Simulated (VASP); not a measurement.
Here is a VASP 6.6.1 calculation.

INCAR

```
PREC = Accurate
ENCUT = 600
EDIFF = 1E-7
ISMEAR = 1
SIGMA = 0.1
LREAL = False
LASPH = True
NELM = 80
ALGO = Normal
ISIF = 3
LWAVE = False
LCHARG = False
GGA = PE
IVDW = 12
IBRION = 2
NSW = 90
EDIFFG = -0.005
```

Contents of KPOINTS:

```
regular mesh
0
Gamma
  16 16 16
```

POSCAR

```
Rh                                      
1.0
    0.0000000000      1.8965671866      1.8965671866
    1.8965671866      0.0000000000      1.8965671866
    1.8965671866      1.8965671866      0.0000000000
  Rh            
     1
Direct
     0.0000000000000000    0.0000000000000000    0.0000000000000000
```

Potentials or basis: VASP PAW PBE potentials, release 64 (Rh_pv).

Launch:

```sh
$ cat potpaw_PBE.64/Rh_pv/POTCAR > POTCAR
$ mpirun -np 1 vasp_std > vasp.out
```

Predict the dispersion energy per atom.

-0.652 eV.

Estimate the band gap on the k mesh.

none (metal or under the smearing width).

Final structure:
```
CELL_PARAMETERS angstrom
0.00000 1.89657 1.89657
1.89657 0.00000 1.89657
1.89657 1.89657 0.00000
ATOMIC_POSITIONS crystal
Rh 0.00000 0.00000 0.00000
```

Caveat: the relaxation stopped at its first step, so nothing moved.
